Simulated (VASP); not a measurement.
# In (I4/mmm) in VASP: further runs

The runs below take In through relaxation of cell and atoms, single point, with PBE, LDA, PBEsol.

Program: VASP 6.6.1. These are calculated values, not measurements. Logs are shortened: lines on timing, memory, paths and dates and some standing lists are left out, and cuts for length are marked.

### 1 Starting point

It takes space group I4/mmm (No. 139, tetragonal). Conventional cell: a = 3.251 Å, b = 3.251 Å, c = 4.947 Å, α = 90.00°, β = 90.00°, γ = 90.00°. Around In (site symmetry 4/mmm) lie 12 In at 3.25 to 3.38 Å.

### 2 Relaxation of cell and atoms, PBE

File INCAR:

```
PREC = Accurate ; ENCUT = 600
EDIFF = 1E-6 ; ISMEAR = 1
SIGMA = 0.1 ; LREAL = F
LASPH = T ; NELM = 120
ALGO = Normal ; ISIF = 3
LWAVE = F ; LCHARG = F
GGA = PE ; IBRION = 2
NSW = 80 ; EDIFFG = -0.01
ISYM = 2 ; KPAR = 4
```

File KPOINTS:

```
Automatic mesh
0
Gamma
  19 19 19
```

File POSCAR:

```
In
1.0
   -1.6254700000      1.6254700000      2.4737000000
    1.6254700000     -1.6254700000      2.4737000000
    1.6254700000      1.6254700000     -2.4737000000
In
1
Direct
    0.0000000000      0.0000000000      0.0000000000
```

Potentials or basis: VASP PAW PBE potentials, release 64 (In_d).

Launch:

```sh
cat potpaw_PBE.64/In_d/POTCAR > POTCAR
mpirun -np 4 vasp_std > vasp.out
```

OUTCAR:

```text
PREC = Accurate
   ENCUT = 600
   EDIFF = 1E-6
   ISMEAR = 1
   LREAL = F
   LASPH = T
   NELM = 120
   ISIF = 3
   GGA = PE
   IBRION = 2
   NSW = 80
   EDIFFG = -0.01
   ISYM = 2

 ion  position               nearest neighbor table
   1  0.000  0.000  0.000-

  LATTYP: Found a body centered tetragonal cell.
 ALAT       =     3.2509400000
 C/A-ratio  =     1.5218367611

  Lattice vectors:

 A1 = (  -1.6254700000,   1.6254700000,   2.4737000000)
 A2 = (   1.6254700000,  -1.6254700000,   2.4737000000)
 A3 = (   1.6254700000,   1.6254700000,  -2.4737000000)

Analysis of symmetry for initial positions (statically):
=====================================================================
 Subroutine PRICEL returns:
 Original cell was already a primitive cell.

 Routine SETGRP: Setting up the symmetry group for a
 body centered tetragonal supercell.

 Subroutine GETGRP returns: Found 16 space group operations
 (whereof 16 operations were pure point group operations)
 out of a pool of 16 trial point group operations.

The static configuration has the point symmetry D_4h.

Analysis of symmetry for dynamics (positions and initial velocities):
=====================================================================
 Subroutine PRICEL returns:
 Original cell was already a primitive cell.

 Routine SETGRP: Setting up the symmetry group for a
 body centered tetragonal supercell.

 Subroutine GETGRP returns: Found 16 space group operations
 (whereof 16 operations were pure point group operations)
 out of a pool of 16 trial point group operations.

The dynamic configuration has the point symmetry D_4h.

 Subroutine INISYM returns: Found 16 space group operations
 (whereof 16 operations are pure point group operations),
 and found     1 'primitive' translations

----------------------------------------------------------------------------------------

                                     Primitive cell

  volume of cell :      26.1436

  direct lattice vectors                    reciprocal lattice vectors
    -1.625470000  1.625470000  2.473700000     0.000000000  0.307603339  0.202126369
     1.625470000 -1.625470000  2.473700000     0.307603339  0.000000000  0.202126369
     1.625470000  1.625470000 -2.473700000     0.307603339  0.307603339  0.000000000

  length of vectors
     3.376906444  3.376906444  3.376906444     0.368069129  0.368069129  0.435016814

[... 109 lines left out ...]
 conjugate gradient relaxation of ions
 non-spin polarized calculation
 Methfessel and Paxton  Order N= 1 SIGMA  =   0.10
  energy-cutoff  :      600.00
  volume of cell :       26.14
 maximum number of plane-waves:       901
   NGX = 13   NGY = 13   NGZ = 13

--------------------------------------- Ionic step        1  -------------------------------------------

 number of electron      13.0000006 magnetization

 Free energy of the ion-electron system (eV)
  ---------------------------------------------------
  ext. energy  EPLUGINS =         0.00000000
  ---------------------------------------------------
  free energy    TOTEN  =        -2.55157526 eV

  energy without entropy =       -2.55150886  energy(sigma->0) =       -2.55155313

------------------------ aborting loop because EDIFF is reached ----------------------------------------

  FORCE on cell =-STRESS in cart. coord.  units (eV):
  Direction    XX          YY          ZZ          XY          YZ          ZX
  --------------------------------------------------------------------------------------
  -------------------------------------------------------------------------------------
  Total        0.3415218      0.3415218      0.3216197      0.0000000     -0.0000000      0.0000000
  in kB       20.9297513     20.9297513     19.7100752      0.0000000     -0.0000000      0.0000000
  external PRESSURE =      20.5231926 kB  Pullay stress =       0.0000000 kB
[... 86 lines left out ...]
  FREE ENERGIE OF THE ION-ELECTRON SYSTEM (eV)
  ---------------------------------------------------
  free  energy   TOTEN  =        -2.5600413694 eV

  energy  without entropy=       -2.5600713226  energy(sigma->0) =       -2.56005135

[... ionic steps 4 to 8 ...]

--------------------------------------- Ionic step        9  -------------------------------------------

 number of electron      12.9999997 magnetization

------------------------ aborting loop because EDIFF is reached ----------------------------------------
[... 65 lines left out ...]
--------------------------------------- Ionic step       11  -------------------------------------------

 number of electron      12.9999997 magnetization

 Free energy of the ion-electron system (eV)
  ---------------------------------------------------
  ext. energy  EPLUGINS =         0.00000000
  ---------------------------------------------------
  free energy    TOTEN  =        -2.56048887 eV

  energy without entropy =       -2.56083260  energy(sigma->0) =       -2.56060345

 E-fermi :   6.9412     XC(G=0): -10.0067

 val. band max:        6.9375952636   @ k =   0.4737   0.2632   0.0526
 cond. band min:       6.9561123878   @ k =   0.2632   0.2632   0.1579
 fundamental gap:      0.0185171243
 Fermi energy:         6.9412457401

 k-point     1 :       0.0000    0.0000    0.0000
  band No.  band energies     occupation
      1      -7.6826      2.00000
      2      -7.6180      2.00000
      3      -7.6180      2.00000
      4      -7.5257      2.00000
      5      -7.4604      2.00000
      6      -2.2469      2.00000
      7      17.0223      0.00000
      8      17.0223      0.00000
      9      17.1376      0.00000
     10      18.3806      0.00000
[... 287 lines left out ...]
 k-point    24 :      -0.2632    0.0526    0.0000
  band No.  band energies     occupation
      1      -7.6567      2.00000
      2      -7.6233      2.00000
      3      -7.5760      2.00000
      4      -7.4776      2.00000
      5      -7.4456      2.00000
      6      -0.8958      2.00000
      7      10.0948      0.00000
      8      14.8316      0.00000
      9      15.9483      0.00000
     10      18.2470      0.00000

 [... further k-points ...]

------------------------ aborting loop because EDIFF is reached ----------------------------------------

  FORCE on cell =-STRESS in cart. coord.  units (eV):
  Direction    XX          YY          ZZ          XY          YZ          ZX
  --------------------------------------------------------------------------------------
  -------------------------------------------------------------------------------------
  Total       -0.0094519     -0.0094519     -0.0068634      0.0000000      0.0000000      0.0000000
  in kB       -0.5493713     -0.5493713     -0.3989221      0.0000000      0.0000000      0.0000000
  external PRESSURE =      -0.4992216 kB  Pullay stress =       0.0000000 kB
[... 16 lines left out ...]
  FREE ENERGIE OF THE ION-ELECTRON SYSTEM (eV)
  ---------------------------------------------------
  free  energy   TOTEN  =        -2.5604888716 eV

  energy  without entropy=       -2.5608326018  energy(sigma->0) =       -2.56060345

 reached required accuracy - stopping structural energy minimisation
```

OSZICAR:

```text
N       E                     dE             d eps       ncg     rms          rms(c)
DAV:   1     0.738630085068E+02    0.73863E+02   -0.70929E+03 11022   0.181E+03
DAV:   2     0.290552245923E+00   -0.73572E+02   -0.72538E+02 11196   0.301E+02
DAV:   3    -0.251452221190E+01   -0.28051E+01   -0.27902E+01 12804   0.665E+01
[... 78 lines left out ...]
DAV:   1    -0.256104714577E+01   -0.58810E-03   -0.21465E-02 12396   0.161E+00    0.130E-01
DAV:   2    -0.256070085520E+01    0.34629E-03   -0.52383E-04 15868   0.528E-01    0.847E-02
DAV:   3    -0.256048566066E+01    0.21519E-03   -0.22086E-04 14044   0.486E-01    0.181E-02
DAV:   4    -0.256048883065E+01   -0.31700E-05   -0.31798E-05 12094   0.605E-02    0.226E-02
DAV:   5    -0.256048887157E+01   -0.40922E-07   -0.54890E-07  5816   0.105E-02
  11 F= -.25604889E+01 E0= -.25606034E+01  d E =-.442303E-03
```

CONTCAR:

```text
In
   1.00000000000000
    -1.6658415342011768    1.6658415342011768    2.4833466787021603
     1.6658415342011768   -1.6658415342011768    2.4833466787021603
     1.6658415342011768    1.6658415342011768   -2.4833466787021603
  In
     1
Direct
     0.0000000000000000    0.0000000000000000    0.0000000000000000

  0.00000000E+00  0.00000000E+00  0.00000000E+00
```

It took 2.3 min on 4 MPI ranks of Intel Xeon 6975P-C (Granite Rapids), shared host; peak memory 0.31 GiB.

Results:

| Item | Value |
| --- | --- |
| Free energy | -2.5605 eV |
| Relaxed volume | 27.57 Å³/atom |
| Relaxed cell | a = 3.423 Å, b = 3.423 Å, c = 3.423 Å, α = 121.76°, β = 121.76°, γ = 86.98° |
| Space group after relaxing (to 0.05 Å) | I4/mmm (No. 139) |
| Energy gained by relaxing | 8.9 meV/atom |
| Ionic steps | 11 |
| Pressure after relaxing | 0.0 GPa |
| Band gap on the k mesh | none (metal or under the smearing width) |

Step by step:
```
step  energy change (eV)  largest force (eV/Å)  pressure (GPa)  volume (Å³)
   1              0.0000                0.0000            2.05        26.14
   2             -0.0084                0.0000            0.08        27.43
   3             -0.0085                0.0000            0.05        27.49
   4             -0.0084                0.0000           -0.10        27.60
   5             -0.0085                0.0000           -0.01        27.53
   6             -0.0086                0.0000           -0.01        27.53
   7             -0.0088                0.0000           -0.04        27.55
   8             -0.0087                0.0000           -0.08        27.58
   9             -0.0089                0.0000           -0.04        27.56
  10             -0.0089                0.0000           -0.06        27.57
  11             -0.0089                0.0000           -0.05        27.57
```

Final structure:
```
In
1.0
    -1.66584    1.66584    2.48335
     1.66584   -1.66584    2.48335
     1.66584    1.66584   -2.48335
In
1
Direct
  0.00000 0.00000 0.00000
```

Levels at points of the mesh, in eV from the Fermi level:
| k point | band 3 | band 4 | band 5 | band 6 | band 7 | band 8 | band 9 | band 10 |
| --- | --- | --- | --- | --- | --- | --- | --- | --- |
| (0.00, 0.00, 0.00) | -14.56 | -14.47 | -14.40 | -9.19 | 10.08 | 10.08 | 10.20 | 11.44 |

PBE usually gives volumes a little too large and moduli too small. Zero-point motion and thermal expansion aren't in these numbers.

### 3 Single point, LDA

This run uses another cell than the first one, of 27.57 Å³/atom, 1.054 times its volume.

File INCAR:

```
SYSTEM = In
PREC = Accurate
ENCUT = 450
EDIFF = 1E-6
ISMEAR = 1
SIGMA = 0.1
LREAL = .False.
LASPH = .True.
NELM = 120
ALGO = Normal
ISIF = 2
LWAVE = .False.
LCHARG = .False.
GGA = CA
KPAR = 4
```

File KPOINTS:

```
regular mesh
0
Gamma
  19 19 19
  0 0 0
```

File POSCAR:

```
In                                      
1.0
   -1.6658415342      1.6658415342      2.4833466787
    1.6658415342     -1.6658415342      2.4833466787
    1.6658415342      1.6658415342     -2.4833466787
  In            
     1
Direct
     0.0000000000000000    0.0000000000000000    0.0000000000000000
```

Potentials or basis: VASP PAW LDA potentials, release 64 (In_d).

Launch:

```sh
cat potpaw_LDA.64/In_d/POTCAR > POTCAR
mpirun -np 4 vasp_std > vasp.out
```

It took 11 s on 4 MPI ranks of Intel Xeon 6975P-C (Granite Rapids), shared host; peak memory 0.22 GiB.

Results (log left out):

- Free energy: -3.1762 eV
- Pressure: -4.1 GPa
- Band gap on the k mesh: none (metal or under the smearing width)

Stress tensor (GPa, compression positive):
```
-4.19  0.00  0.00
 0.00 -4.19  0.00
 0.00  0.00 -4.04
```

Levels at points of the mesh, in eV from the Fermi level:
| k point | band 3 | band 4 | band 5 | band 6 | band 7 | band 8 | band 9 | band 10 |
| --- | --- | --- | --- | --- | --- | --- | --- | --- |
| (0.00, 0.00, 0.00) | -14.46 | -14.37 | -14.30 | -9.20 | 9.97 | 9.97 | 10.08 | 11.56 |

### 4 Single point, PBE

This run uses another cell than the first one, of 27.57 Å³/atom, 1.054 times its volume.

INCAR, as its differences from that of step 3:

```diff
@@ -13,3 +13,3 @@
 LCHARG = .False.
-GGA = CA
+GGA = PE
 KPAR = 4
```

KPOINTS is that of step 3.

POSCAR is that of step 3.

Potentials or basis: VASP PAW PBE potentials, release 64 (In_d).

Launch:

```sh
cat potpaw_PBE.64/In_d/POTCAR > POTCAR
mpirun -np 4 vasp_std > vasp.out
```

Run time: 13 s. Hardware: 4 MPI ranks of Intel Xeon 6975P-C (Granite Rapids), shared host; peak memory 0.23 GiB.

The run converged. Its results:

* Free energy: -2.5611 eV
* Pressure: 0.0 GPa
* Band gap on the k mesh: none (metal or under the smearing width)

Levels at points of the mesh, in eV from the Fermi level:
| k point | band 2 | band 3 | band 4 | band 5 | band 6 | band 7 | band 8 | band 9 | band 10 |
| --- | --- | --- | --- | --- | --- | --- | --- | --- | --- |
| (0.00, 0.00, 0.00) | -14.56 | -14.56 | -14.47 | -14.40 | -9.19 | 10.08 | 10.08 | 10.20 | 11.44 |

### 5 Single point, PBEsol

This run uses another cell than the first one, of 27.57 Å³/atom, 1.054 times its volume.

INCAR, as its differences from that of step 4:

```diff
@@ -13,3 +13,3 @@
 LCHARG = .False.
-GGA = PE
+GGA = PS
 KPAR = 4
```

KPOINTS is that of step 4.

POSCAR is that of step 4.

Launch:

```sh
cat potpaw_PBE.64/In_d/POTCAR > POTCAR
mpirun -np 4 vasp_std > vasp.out
```

Wall time 8.3 s (4 MPI ranks of Intel Xeon 6975P-C (Granite Rapids), shared host); peak memory 0.23 GiB.

Results (log left out):

```
Free energy            : -2.9669 eV
Pressure               : -2.7 GPa
Band gap on the k mesh : none (metal or under the smearing width)
```

Levels at points of the mesh, in eV from the Fermi level:
```csv
k point,band 4,band 5,band 6,band 7,band 8,band 9
"(0.00, 0.00, 0.00)",-14.36,-14.29,-9.19,10.07,10.07,10.19
```

Caveat: the PAW data sets were made with another functional, which shifts forces and pressure a little.

### 6 The runs side by side

| task | level | potentials or basis | cell | cutoff (eV) | gap on the mesh (eV) | pressure (GPa) |
| --- | --- | --- | --- | --- | --- | --- |
| relaxation of cell and atoms | PBE | VASP PAW PBE potentials, release 64 (In_d) | relaxed | 600 | none | 0.0 |
| single point | LDA | VASP PAW LDA potentials, release 64 (In_d) | I4/mmm, 27.57 Å³/atom | 450 | none | -4.1 |
| single point | PBE | VASP PAW PBE potentials, release 64 (In_d) | I4/mmm, 27.57 Å³/atom | 450 | none | 0.0 |
| single point | PBEsol | VASP PAW PBE potentials, release 64 (In_d) | I4/mmm, 27.57 Å³/atom | 450 | none | -2.7 |

Alike in all rows: no spin polarisation; k mesh 19 × 19 × 19; smearing methfessel-paxton 0.1 eV.

Caveats: the PAW data sets were made with another functional, which shifts forces and pressure a little (some runs).

Absolute energies hang on the potentials; compare differences alone.
